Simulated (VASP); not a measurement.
Here is a VASP 6.6.1 calculation.

Contents of INCAR:

```
SYSTEM = Be
ALGO = Normal ; EDIFF = 1E-7
EDIFFG = -0.01 ; ENCUT = 600
IBRION = 2 ; ISIF = 4
ISMEAR = 1 ; LASPH = .True.
LCHARG = .False. ; LMIXTAU = .True.
LREAL = .False. ; LWAVE = .False.
METAGGA = R2SCAN ; NELM = 80
NSW = 40 ; PREC = Accurate
SIGMA = 0.1
```

Contents of KPOINTS:

```
k-points
0
Gamma
  18 18 10
  0 0 0
```

POSCAR

```
Be                                      
1.0
    2.2900840510      0.0000000000      0.0000000000
   -1.1450420255      1.9832709650      0.0000000000
    0.0000000000      0.0000000000      3.6255455711
  Be            
     2
Direct
     0.3333333332999970    0.6666666667000030    0.2500000000000000
     0.6666666667000030    0.3333333332999970    0.7500000000000000
```

Potentials or basis: VASP PAW PBE potentials, release 64 (Be).

Command:

```console
$ cat potpaw_PBE.64/Be/POTCAR > POTCAR
$ mpirun -np 1 vasp_std > vasp.out
```

**Question.** What does it give for the band gap on the k mesh?

**Answer.** None (metal or under the smearing width).

**Question.** Estimate the energy gained by relaxing.

**Answer.** 0.0 meV/atom.

Final structure:
```yaml
crystal:
  lattice:
    - [2.29122, 0.00000, 0.00000]
    - [-1.14561, 1.98425, 0.00000]
    - [0.00000, 0.00000, 3.62196]
  atoms:
    - { symbol: Be, position: [0.33333, 0.66667, 0.25000] }
    - { symbol: Be, position: [0.66667, 0.33333, 0.75000] }
```
